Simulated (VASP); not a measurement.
The system is Al.

```
CELL_PARAMETERS angstrom
2.83288 0.00000 0.00000
0.00000 2.83288 0.00000
0.00000 0.00000 2.56604
ATOMIC_POSITIONS crystal
Al 0.00000 0.00000 0.50000
```

The cell was built by a generator and needn't be a form met in nature.

The cell isn't the ideal one: random cell by space group and Wyckoff sites (P4/mmm, No. 123).

| Quantity | Value |
| --- | --- |
| Program | VASP 6.6.1 |
| Task | relaxation of cell and atoms |
| Functional | PBE |
| Potentials or basis | VASP PAW PBE potentials, release 64 (Al) |
| Cutoff | 600 eV |
| k mesh | 20 × 20 × 22 |
| Occupations | gaussian, width 0.1 eV |
| Spin | no spin polarisation |

At the start: pressure 0.2 GPa; volume 20.59 Å³/atom.

Question: Where does the relaxation end?

Answer: Over 7 steps the energy falls by 50.7 meV/atom and the volume is 20.17 Å³/atom (-2.1 %); space group Pm-3m (No. 221, to 0.05 Å).

The path:
| step | energy change (eV) | largest force (eV/Å) | pressure (GPa) | volume (Å³) |
| --- | --- | --- | --- | --- |
| 1 | 0.0000 | 0.0000 | 0.20 | 20.59 |
| 2 | -0.0441 | 0.0000 | -1.15 | 20.64 |
| 3 | -0.0486 | 0.0000 | -1.23 | 20.63 |
| 4 | -0.0488 | 0.0000 | -1.25 | 20.63 |
| 5 | -0.0506 | 0.0000 | 0.14 | 20.12 |
| 6 | -0.0507 | 0.0000 | -0.05 | 20.18 |
| 7 | -0.0507 | 0.0000 | 0.00 | 20.17 |

Final structure:
```
CELL_PARAMETERS angstrom
2.71809 0.00000 0.00000
0.00000 2.71809 0.00000
0.00000 0.00000 2.72969
ATOMIC_POSITIONS crystal
Al 0.00000 0.00000 0.50000
```
